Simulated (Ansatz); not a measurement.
## W (fcc): energy against volume

Theory: DFT, PBE, plane waves (420 eV) with PAW, scalar-relativistic in Ansatz 0.2.0.

The cell is scaled uniformly from the relaxed one, with fractional coordinates and shape fixed. Energies are extrapolated to zero smearing, pressures are those at the given smearing. Magnetic state: spin not included.

A Birch-Murnaghan fit gives V₀ = 16.44 Å³/atom, B₀ = 282 GPa, B₀′ = 4.1.

(1) What are the energy above the minimum and the pressure at 15.144 Å³/atom?

(2) What are the energy above the minimum and the pressure at 17.119 Å³/atom?

(3) What are the energy above the minimum and the pressure at 17.777 Å³/atom?

Results:

(1) 103.1 meV/atom and 27.64 GPa as computed.

(2) 23.3 meV/atom and -10.34 GPa as computed.

(3) 84.4 meV/atom and -18.64 GPa as computed.
